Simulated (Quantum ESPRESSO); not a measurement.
# FeO (Fm-3m) in Quantum ESPRESSO: further runs, part 2 of 3

Quantum ESPRESSO 7.5.

### 3 Phonons, LDA, collinear spin, ferromagnetic start

File pw.in:

```
&CONTROL
  calculation = 'scf'
  prefix = 'pwscf'
  outdir = './tmp'
  pseudo_dir = './pseudo'
  tprnfor = .true.
  tstress = .true.
  disk_io = 'low'
/
&SYSTEM
  ibrav = 0
  A = 3.04819614
  nat = 2
  ntyp = 2
  ecutwfc = 90
  nbnd = 21
  occupations = 'smearing'
  smearing = 'fd'
  degauss = 0.00367493
  nspin = 2
  starting_magnetization(1) = 0.1875
  starting_magnetization(2) = 0
/
&ELECTRONS
  conv_thr = 4d-10
  electron_maxstep = 120
  mixing_beta = 0.3
/
ATOMIC_SPECIES
Fe    55.8450 Fe.upf
O     15.9990 O.upf
CELL_PARAMETERS alat
   0.0000000000    0.7071067809    0.7071067809
   0.7071067809    0.0000000000    0.7071067809
   0.7071067809    0.7071067809    0.0000000000
ATOMIC_POSITIONS alat
Fe     0.0000000000    0.0000000000    0.0000000000
O      0.7071067809    0.7071067809    0.7071067809
K_POINTS automatic
6 6 6 1 1 1
```

File scf2.in:

```
&CONTROL
  calculation = 'scf'
  prefix = 'pwscf'
  outdir = './tmp'
  pseudo_dir = './pseudo'
  tprnfor = .true.
  tstress = .true.
  disk_io = 'low'
/
&SYSTEM
  ibrav = 0
  A = 3.04819614
  nat = 2
  ntyp = 2
  ecutwfc = 90
  nbnd = 21
  occupations = 'smearing'
  smearing = 'fd'
  degauss = 0.00367493
  nspin = 2
  starting_magnetization(1) = 0.1875
  starting_magnetization(2) = 0
/
&ELECTRONS
  conv_thr = 1d-13
  electron_maxstep = 120
  mixing_beta = 0.3
  startingpot = 'file'
  startingwfc = 'file'
/
ATOMIC_SPECIES
Fe    55.8450 Fe.upf
O     15.9990 O.upf
CELL_PARAMETERS alat
   0.0000000000    0.7071067809    0.7071067809
   0.7071067809    0.0000000000    0.7071067809
   0.7071067809    0.7071067809    0.0000000000
ATOMIC_POSITIONS alat
Fe     0.0000000000    0.0000000000    0.0000000000
O      0.7071067809    0.7071067809    0.7071067809
K_POINTS automatic
6 6 6 1 1 1
```

File ph.in:

```
phonons of FeO
&INPUTPH
  prefix = 'pwscf'
  outdir = './tmp'
  tr2_ph = 1d-18
  fildyn = 'dyn'
  niter_ph = 90
  alpha_mix(1) = 0.4
/
0.0000000000 0.0000000000 0.0000000000
```

File dynmat.in:

```
&INPUT
  fildyn = 'dyn'
  asr = 'crystal'
  filout = 'dynmat.disp'
  fileig = 'dynmat.eig'
/
```

Potentials or basis: PseudoDojo 0.4.1 SR LDA standard.

The run is started by

```sh
$ OMP_NUM_THREADS=1 pw.x -in pw.in > pw.out
$ OMP_NUM_THREADS=1 pw.x -in scf2.in > scf2.out
$ OMP_NUM_THREADS=1 ph.x -in ph.in > ph.out
$ OMP_NUM_THREADS=1 dynmat.x -in dynmat.in > dynmat.out
```

pw.out:

```text
This program is part of the open-source Quantum ESPRESSO suite
     for quantum simulation of materials; please cite
[... 9 lines left out ...]
     --------------------
     sticks:   dense  smooth     PW     G-vecs:    dense   smooth      PW
     Sum         823     823    253                15593    15593    2733

     Using Slab Decomposition

     bravais-lattice index     =            0
     lattice parameter (alat)  =       5.7603  a.u.
     unit-cell volume          =     135.1482 (a.u.)^3
     number of atoms/cell      =            2
     number of atomic types    =            2
     number of electrons       =        22.00
     number of Kohn-Sham states=           21
     kinetic-energy cutoff     =      90.0000  Ry
     charge density cutoff     =     360.0000  Ry
     scf convergence threshold =      4.0E-10
     mixing beta               =       0.3000
     number of iterations used =            8  plain     mixing
     Exchange-correlation= SLA  PW   NOGX NOGC
                           (   1   4   0   0   0   0   0)

     celldm(1)=   5.760256  celldm(2)=   0.000000  celldm(3)=   0.000000
     celldm(4)=   0.000000  celldm(5)=   0.000000  celldm(6)=   0.000000

     crystal axes: (cart. coord. in units of alat)
               a(1) = (   0.000000   0.707107   0.707107 )
               a(2) = (   0.707107   0.000000   0.707107 )
               a(3) = (   0.707107   0.707107   0.000000 )

     reciprocal axes: (cart. coord. in units 2 pi/alat)
               b(1) = ( -0.707107  0.707107  0.707107 )
               b(2) = (  0.707107 -0.707107  0.707107 )
               b(3) = (  0.707107  0.707107 -0.707107 )

     PseudoPot. # 1 for Fe read from file:
     Fe.upf
     Pseudo is Norm-conserving + core correction, Zval = 16.0
     Generated using ONCVPSP code by D. R. Hamann
     Using radial grid of 1408 points,  6 beta functions with:
                l(1) =   0
                l(2) =   0
                l(3) =   1
                l(4) =   1
                l(5) =   2
                l(6) =   2

     PseudoPot. # 2 for O  read from file:
     O.upf
     Pseudo is Norm-conserving + core correction, Zval =  6.0
     Generated using ONCVPSP code by D. R. Hamann
     Using radial grid of  926 points,  5 beta functions with:
                l(1) =   0
                l(2) =   0
                l(3) =   1
                l(4) =   1
                l(5) =   2

     atomic species   valence    mass     pseudopotential
     Fe               16.00    55.84500     Fe( 1.00)
     O                 6.00    15.99900     O ( 1.00)

     Starting magnetic structure
     atomic species   magnetization
     Fe              0.188
     O               0.000

     48 Sym. Ops., with inversion, found

   Cartesian axes

     site n.     atom                  positions (alat units)
         1        Fe     tau(   1) = (   0.0000000   0.0000000   0.0000000  )
         2        O      tau(   2) = (   0.7071068   0.7071068   0.7071068  )

     number of k points=    28  Fermi-Dirac smearing, width (Ry)=  0.0037
                       cart. coord. in units 2pi/alat
        k(    1) = (   0.0589256   0.0589256   0.0589256), wk =   0.0092593
        k(    2) = (   0.1767767   0.1767767  -0.0589256), wk =   0.0277778
        k(    3) = (   0.2946278   0.2946278  -0.1767767), wk =   0.0277778
        k(    4) = (  -0.2946278  -0.2946278   0.4124790), wk =   0.0277778
        k(    5) = (  -0.1767767  -0.1767767   0.2946278), wk =   0.0277778
        k(    6) = (  -0.0589256  -0.0589256   0.1767767), wk =   0.0277778
[... 20 lines left out ...]
        k(   27) = (   0.2946278   0.2946278   0.2946278), wk =   0.0092593
        k(   28) = (  -0.2946278  -0.2946278   0.8838835), wk =   0.0277778

     Dense  grid:    15593 G-vectors     FFT dimensions: (  36,  36,  36)

     Generating pointlists ...
     new r_m :   0.2917 (alat units)  1.6802 (a.u.) for type    1
     new r_m :   0.2917 (alat units)  1.6802 (a.u.) for type    2

     Initial potential from superposition of free atoms

     starting charge      21.9997, renormalised to      22.0000
     Starting wfcs are   14 randomized atomic wfcs +    7 random wfcs

     Self-consistent Calculation

     iteration #  1     ecut=    90.00 Ry     beta= 0.30
     Davidson diagonalization with overlap
     ethr =  1.00E-02,  avg # of iterations =  5.8

     total energy              =    -283.40633454 Ry
     estimated scf accuracy    <       0.26761396 Ry

     total magnetization       =     3.99 Bohr mag/cell
     absolute magnetization    =     3.99 Bohr mag/cell
[... 98 lines left out ...]
     total magnetization       =     4.00 Bohr mag/cell
     absolute magnetization    =     4.01 Bohr mag/cell

     iteration # 12     ecut=    90.00 Ry     beta= 0.30
     Davidson diagonalization with overlap
     ethr =  7.67E-12,  avg # of iterations =  1.6

     Magnetic moment per site  (integrated on atomic sphere of radius R)
     atom   1 (R=0.292)  charge= 13.5486  magn=  3.4300
     atom   2 (R=0.292)  charge=  5.8054  magn=  0.3379

     End of self-consistent calculation

 ------ SPIN UP ------------

          k = 0.0589 0.0589 0.0589 (  1947 PWs)   bands (ev):

   -74.7454 -41.2563 -41.2531 -41.2531  -6.2291   9.4953   9.6050   9.6050
    10.3950  10.3950  10.6640  11.2422  11.2422  14.7610  28.1467  30.8004
    30.8004  31.5431  34.0075  34.0075  35.4536

          k = 0.1768 0.1768-0.0589 (  1946 PWs)   bands (ev):

   -74.7436 -41.2719 -41.2581 -41.2544  -5.8847   7.7559   8.4600   8.8865
    10.5334  10.7210  11.0950  11.7402  12.7218  16.4797  25.6595  28.1299
    30.0496  32.1560  33.0561  35.1601  39.0292
[... 79 lines left out ...]
          k =-0.6482 0.0589 0.0589 (  1955 PWs)   bands (ev):

   -74.7383 -41.3013 -41.2745 -41.2724  -5.1052   6.7063   8.5847   8.9021
     9.7802  11.2056  11.4510  11.4598  11.6048  19.5514  22.7472  24.5460
    28.5543  28.9019  39.9586  40.5196  43.2273

          k =-0.5303 0.1768-0.0589 (  1949 PWs)   bands (ev):

   -74.7391 -41.2957 -41.2744 -41.2686  -5.1442   6.5028   7.9486   8.2733
    10.3791  11.2328  11.5509  11.7981  12.4826  19.9711  22.9313  24.0527
    27.7701  30.4162  37.9062  40.7386  42.0391

          k =-0.4125 0.0589 0.0589 (  1956 PWs)   bands (ev):

   -74.7409 -41.2862 -41.2658 -41.2654  -5.4469   6.5923   8.7027   8.8854
     9.9603  10.9513  11.5500  11.7173  12.2332  18.7647  24.5051  25.2438
    28.4262  29.1472  38.9278  39.7885  40.9658
[... 55 lines left out ...]
          k =-0.2946-0.2946 0.8839 (  1962 PWs)   bands (ev):

   -74.7395 -41.3028 -41.2698 -41.2621  -5.0460   5.7779   7.4649   7.6092
    11.0403  11.1361  11.6152  12.8700  13.6404  19.5468  22.2570  24.7210
    27.1000  34.0474  35.7670  36.5161  40.0629

 ------ SPIN DOWN ----------

          k = 0.0589 0.0589 0.0589 (  1947 PWs)   bands (ev):

   -71.0068 -37.4082 -37.4041 -37.4041  -5.6379  10.3590  10.6977  10.6977
    13.5390  13.5390  13.5495  14.4451  14.4451  15.5177  28.7647  31.8891
    31.8891  32.2981  35.2299  35.2299  36.6641

          k = 0.1768 0.1768-0.0589 (  1946 PWs)   bands (ev):

   -71.0047 -37.4274 -37.4102 -37.4056  -5.2868   8.6670   9.8971  10.0750
    13.7424  13.8121  14.1184  14.7629  15.6406  17.3028  26.5964  29.1290
    31.1282  33.2151  33.7496  36.3009  40.0427
[... 79 lines left out ...]
          k =-0.6482 0.0589 0.0589 (  1955 PWs)   bands (ev):

   -70.9985 -37.4631 -37.4302 -37.4276  -4.4601   7.3164   9.4304   9.6726
    12.3151  14.8828  14.9563  14.9572  15.2740  20.6352  23.4405  25.8865
    29.4345  29.8335  41.0595  41.0779  43.6894

          k =-0.5303 0.1768-0.0589 (  1949 PWs)   bands (ev):

   -70.9994 -37.4564 -37.4301 -37.4229  -4.5121   7.2751   8.9630   9.3532
    13.1036  14.7870  14.9115  15.1658  15.7763  20.9557  23.8058  25.1630
    28.6705  31.3636  38.6752  41.6142  42.7772

          k =-0.4125 0.0589 0.0589 (  1956 PWs)   bands (ev):

   -71.0015 -37.4448 -37.4195 -37.4190  -4.8301   7.5114   9.7059   9.8577
    12.7317  14.6151  14.7770  14.8804  15.3565  19.8390  25.4694  26.3955
    29.3147  30.0878  39.9458  40.4188  41.8913
[... 55 lines left out ...]
          k =-0.2946-0.2946 0.8839 (  1962 PWs)   bands (ev):

   -70.9999 -37.4654 -37.4243 -37.4148  -4.4249   6.5729   8.6663   9.0305
    14.3792  14.5723  14.7098  15.9911  16.7092  20.3113  23.2888  25.6071
    27.9496  34.9854  36.5730  37.4512  40.6403

     the Fermi energy is    14.1729 ev

!    total energy              =    -283.46061430 Ry
     estimated scf accuracy    <          1.4E-11 Ry
     smearing contrib. (-TS)   =      -0.00063254 Ry
     internal energy E=F+TS    =    -283.45998176 Ry

     The total energy is F=E-TS. E is the sum of the following terms:
     one-electron contribution =    -124.88503177 Ry
     hartree contribution      =      74.88690948 Ry
     xc contribution           =     -43.43431757 Ry
     ewald contribution        =    -190.02754190 Ry

     total magnetization       =     4.00 Bohr mag/cell
     absolute magnetization    =     4.01 Bohr mag/cell

     convergence has been achieved in  12 iterations

     Forces acting on atoms (cartesian axes, Ry/au):

     atom    1 type  1   force =    -0.00000000   -0.00000000   -0.00000000
     atom    2 type  2   force =     0.00000000    0.00000000    0.00000000

     Total force =     0.000000     Total SCF correction =     0.000000

     Computing stress (Cartesian axis) and pressure

          total   stress  (Ry/bohr**3)                   (kbar)     P=     -163.29
  -0.00111000  -0.00000000  -0.00000000         -163.29       -0.00       -0.00
  -0.00000000  -0.00111000  -0.00000000           -0.00     -163.29       -0.00
  -0.00000000  -0.00000000  -0.00111000           -0.00       -0.00     -163.29

=------------------------------------------------------------------------------=
   JOB DONE.
=------------------------------------------------------------------------------=
```

Run time: 3.4 min. Hardware: 1 thread of AMD EPYC 9R45 (Zen 5), shared host; peak memory 0.09 GiB.

What came out:

- Free energy: -3856.6781 eV
- Pressure: -16.3 GPa
- Band gap on the k mesh: none (metal or under the smearing width)
- Net moment: 4.00 μB per cell
- Absolute moment: 4.01 μB per cell
- Site moments: Fe +3.43; O +0.34 μB
- Valence electrons inside the program's atomic spheres: Fe 13.55; O 5.81
- Highest phonon frequency at Γ: 185 cm⁻¹

Phonon frequencies in cm⁻¹ (negative: imaginary):
```tsv
q point	frequencies
(0.000, 0.000, 0.000)	6 6 6 185 185 185
```

Optical modes at Γ, degenerate ones joined:
| cm⁻¹ | components | symmetry | active in |
| --- | --- | --- | --- |
| 185 | 3 | T1u | IR |

Caveat: the k mesh is coarse (spacing up to 0.42 Å⁻¹), so the values aren't converged; the mesh is thin for the phonons of a metal; the cell is more than 3 GPa from zero pressure, which shifts response properties; a cell with one magnetic atom can't hold antiferromagnetic order, which such compounds often take; semilocal functionals often make such compounds metallic where correlation or magnetic order opens a gap, which also shifts bond lengths.

### 4 Phonons, LDA, collinear spin, ferromagnetic start

Changes to pw.in since step 3:

```diff
@@ -39,2 +39,2 @@
 K_POINTS automatic
-6 6 6 1 1 1
+8 8 8 1 1 1
```

Changes to scf2.in since step 3:

```diff
@@ -41,2 +41,2 @@
 K_POINTS automatic
-6 6 6 1 1 1
+8 8 8 1 1 1
```

ph.in is that of step 3.

dynmat.in is that of step 3.

Potentials or basis: PseudoDojo 0.4.1 SR LDA standard.

The run is started by

```sh
$ OMP_NUM_THREADS=1 pw.x -in pw.in > pw.out
$ OMP_NUM_THREADS=1 pw.x -in scf2.in > scf2.out
$ OMP_NUM_THREADS=1 ph.x -in ph.in > ph.out
$ OMP_NUM_THREADS=1 dynmat.x -in dynmat.in > dynmat.out
```

pw.out:

```text
This program is part of the open-source Quantum ESPRESSO suite
     for quantum simulation of materials; please cite
[... 9 lines left out ...]
     --------------------
     sticks:   dense  smooth     PW     G-vecs:    dense   smooth      PW
     Sum         823     823    253                15593    15593    2733

     Using Slab Decomposition

     bravais-lattice index     =            0
     lattice parameter (alat)  =       5.7603  a.u.
     unit-cell volume          =     135.1482 (a.u.)^3
     number of atoms/cell      =            2
     number of atomic types    =            2
     number of electrons       =        22.00
     number of Kohn-Sham states=           21
     kinetic-energy cutoff     =      90.0000  Ry
     charge density cutoff     =     360.0000  Ry
     scf convergence threshold =      4.0E-10
     mixing beta               =       0.3000
     number of iterations used =            8  plain     mixing
     Exchange-correlation= SLA  PW   NOGX NOGC
                           (   1   4   0   0   0   0   0)

     celldm(1)=   5.760256  celldm(2)=   0.000000  celldm(3)=   0.000000
     celldm(4)=   0.000000  celldm(5)=   0.000000  celldm(6)=   0.000000

     crystal axes: (cart. coord. in units of alat)
               a(1) = (   0.000000   0.707107   0.707107 )
               a(2) = (   0.707107   0.000000   0.707107 )
               a(3) = (   0.707107   0.707107   0.000000 )

     reciprocal axes: (cart. coord. in units 2 pi/alat)
               b(1) = ( -0.707107  0.707107  0.707107 )
               b(2) = (  0.707107 -0.707107  0.707107 )
               b(3) = (  0.707107  0.707107 -0.707107 )
[... 102 lines left out ...]
        k(   60) = (  -0.3093592  -0.3093592   0.9280777), wk =   0.0117188

     Dense  grid:    15593 G-vectors     FFT dimensions: (  36,  36,  36)

     Generating pointlists ...
     new r_m :   0.2917 (alat units)  1.6802 (a.u.) for type    1
     new r_m :   0.2917 (alat units)  1.6802 (a.u.) for type    2

     Initial potential from superposition of free atoms

     starting charge      21.9997, renormalised to      22.0000
     Starting wfcs are   14 randomized atomic wfcs +    7 random wfcs

     Self-consistent Calculation

     iteration #  1     ecut=    90.00 Ry     beta= 0.30
     Davidson diagonalization with overlap
     ethr =  1.00E-02,  avg # of iterations =  5.9

     total energy              =    -283.40631386 Ry
     estimated scf accuracy    <       0.26679403 Ry
[... 104 lines left out ...]
     iteration # 12     ecut=    90.00 Ry     beta= 0.30
     Davidson diagonalization with overlap
     ethr =  4.95E-12,  avg # of iterations =  1.7

     Magnetic moment per site  (integrated on atomic sphere of radius R)
     atom   1 (R=0.292)  charge= 13.5487  magn=  3.4300
     atom   2 (R=0.292)  charge=  5.8056  magn=  0.3374

     End of self-consistent calculation

     Number of k-points >= 100: set verbosity='high' to print the bands.

     the Fermi energy is    14.1812 ev

!    total energy              =    -283.46048134 Ry
     estimated scf accuracy    <          3.1E-12 Ry
     smearing contrib. (-TS)   =      -0.00073722 Ry
     internal energy E=F+TS    =    -283.45974412 Ry

     The total energy is F=E-TS. E is the sum of the following terms:
     one-electron contribution =    -124.88553180 Ry
     hartree contribution      =      74.88781311 Ry
     xc contribution           =     -43.43448353 Ry
     ewald contribution        =    -190.02754190 Ry

     total magnetization       =     4.00 Bohr mag/cell
     absolute magnetization    =     4.01 Bohr mag/cell

     convergence has been achieved in  12 iterations

     Forces acting on atoms (cartesian axes, Ry/au):

     atom    1 type  1   force =     0.00000000   -0.00000000   -0.00000000
     atom    2 type  2   force =    -0.00000000   -0.00000000    0.00000000

     Total force =     0.000000     Total SCF correction =     0.000000

     Computing stress (Cartesian axis) and pressure

          total   stress  (Ry/bohr**3)                   (kbar)     P=     -162.84
  -0.00110700  -0.00000000  -0.00000000         -162.84       -0.00       -0.00
  -0.00000000  -0.00110700  -0.00000000           -0.00     -162.84       -0.00
  -0.00000000  -0.00000000  -0.00110700           -0.00       -0.00     -162.84

=------------------------------------------------------------------------------=
   JOB DONE.
=------------------------------------------------------------------------------=
```

It took 7.3 min on 1 thread of AMD EPYC 9R45 (Zen 5), shared host; peak memory 0.13 GiB.

Results:

| Property | Result |
| --- | --- |
| Free energy | -3856.6763 eV |
| Pressure | -16.3 GPa |
| Band gap on the k mesh | none (metal or under the smearing width) |
| Net moment | 4.00 μB per cell |
| Absolute moment | 4.01 μB per cell |
| Site moments | Fe +3.43; O +0.34 μB |
| Valence electrons inside the program's atomic spheres | Fe 13.55; O 5.81 |
| Highest phonon frequency at Γ | 181 cm⁻¹ |

Levels at points of the mesh, in eV from the Fermi level:
Spin up:
```csv
k point,band 11,band 12,band 13,band 14,band 15,band 16
"(0.06, 0.06, 0.06)",-3.58,-3.14,-3.14,0.38,14.39,16.72
```
Spin down:
```tsv
k point	band 5	band 6	band 7	band 8	band 9	band 10	band 11	band 12	band 13	band 14
(0.06, 0.06, 0.06)	-19.85	-3.60	-3.39	-3.39	-0.68	-0.68	-0.67	0.16	0.16	1.14
```

Phonon frequencies in cm⁻¹ (negative: imaginary):
```csv
q point,frequencies
"(0.000, 0.000, 0.000)",5 5 5 181 181 181
```

Optical modes at Γ, degenerate ones joined:
```csv
cm⁻¹,components,symmetry,active in
181,3,T1u,IR
```

Caveat: the k mesh is coarse; the mesh is thin for the phonons of a metal; the cell is more than 3 GPa from zero pressure, which shifts response properties; a cell with one magnetic atom can't hold antiferromagnetic order, which such compounds often take; semilocal functionals often make such compounds metallic where correlation or magnetic order opens a gap, which also shifts bond lengths.

(Continued in part 3 of 3.)
